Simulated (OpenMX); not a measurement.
Runs of OpenMX 3.8.5 on Bi. It takes space group P2/m (No. 10, monoclinic). Conventional cell: a = 3.103 Å, b = 3.087 Å, c = 6.176 Å, α = 90.00°, β = 90.72°, γ = 90.00°. Around Bi (site symmetry m) lie 6 Bi at 3.09 to 3.11 Å. This isn't the form of Bi at room conditions, which is rhombohedral.

```csv
cell,gap on the mesh (eV),pressure (GPa),largest force (eV/Å)
"P2/m, 29.58 Å³/atom",none,13.3,0.05
"P2/m, 36.3 Å³/atom",none,(c),0.06
"P2/m, 30.93 Å³/atom",none,9.2,0.03
"P2/m, 32.27 Å³/atom",none,5.9,0.03
"P2/m, 34.96 Å³/atom",none,(a),0.05
"P2/m, 33.61 Å³/atom",none,(b),0.04
```

Alike in all rows: task single point; level PBE; potentials or basis OpenMX 2013 PBE set, Bi8.0-s3p2d2f1, grid cutoff 500 Ry; no spin polarisation; k mesh 7 × 7 × 3; smearing fermi-dirac 0.05 eV.

Task: Estimate the missing entries.

Result: (a) 1.1; (b) 3.2; (c) -0.7.

Caveats: the basis has few d functions beyond the semicore shells, which can make volumes several per cent too large; spin-orbit coupling is left out, which moves the levels of the heavy elements; the basis of atomic orbitals isn't converged, which shifts pressures, moduli and gaps.

A k mesh can miss the band edges, and the runs leave out spin-orbit coupling on Bi.

A gap of «none» marks a metal or a gap under the smearing width.
